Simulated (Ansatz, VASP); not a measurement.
# GaP: VASP beside Ansatz

INCAR

```
PREC = Accurate
ENCUT = 600
EDIFF = 1E-7
ISMEAR = 0
SIGMA = 0.02
LREAL = False
LASPH = True
NELM = 100
ALGO = Normal
ISIF = 3
LWAVE = False
LCHARG = False
GGA = PE
IBRION = 2
NSW = 100
EDIFFG = -0.002
```

Contents of KPOINTS:

```
regular mesh
0
Gamma
  8 8 8
```

Contents of POSCAR:

```
GaP
1.0
    0.0000000000      2.7258124900      2.7258124900
    2.7258124900      0.0000000000      2.7258124900
    2.7258124900      2.7258124900      0.0000000000
Ga P
1 1
Direct
    0.0000000000      0.0000000000      0.0000000000
    0.7500000000      0.7500000000      0.7500000000
```

Input for Ansatz:

```yaml
crystal:
  lattice:
    - [0.0, 2.72581249, 2.72581249]
    - [2.72581249, 0.0, 2.72581249]
    - [2.72581249, 2.72581249, 0.0]
  atoms:
    - { symbol: Ga, position: [0.0, 0.0, 0.0] }
    - { symbol: P, position: [0.75, 0.75, 0.75] }
basis:
  ecutwfc: 420
kpoints:
  mp_grid: { grid: [8, 8, 8] }
hamiltonian:
  xc: pbe
  pseudopotentials: { kind: paw, azcp: { folder: soft_1 } }
scf:
  occupations: { method: gaussian, width: 0.02 }
output:
  forces: true
  stress: true
  eigenvalues: true
relax:
  adjacent_minimum: "off"
  f_tol: 0.002
  max_steps: 80
  cell: { stress_tol: 0.02 }
```

The cell is a database's computed one.

Alike in both runs: task relaxation of cell and atoms; functional PBE; k mesh 8 × 8 × 8; occupations gaussian, width 0.02 eV; no spin polarisation.

|  | VASP | Ansatz |
| --- | --- | --- |
| version | VASP 6.6.1 | Ansatz 0.2.0 |
| potentials or method | VASP PAW PBE potentials, release 64 (Ga_d, P) | scalar-relativistic, plane waves, PAW |
| plane-wave cutoff (eV) | 600 | 420 |
| valence electrons in the cell | 18 | 18 |

VASP gave:

- gap on the k mesh at the Fermi level, each at its own relaxed structure (eV): 1.58
- relaxed volume (Å³/atom): 20.86
- relaxed cell length with the largest relative difference (Å): 3.893
- energy change over the relaxation (meV/atom): -4

Question: Estimate Ansatz's values.

Answer: gap on the k mesh at the Fermi level, each at its own relaxed structure (eV): 1.58; relaxed volume (Å³/atom): 20.87; relaxed cell length with the largest relative difference (Å): 3.894; energy change over the relaxation (meV/atom): -5.

A k mesh can miss the band edges. Expect the measured gap to be larger: semilocal functionals such as PBE lack the derivative discontinuity.
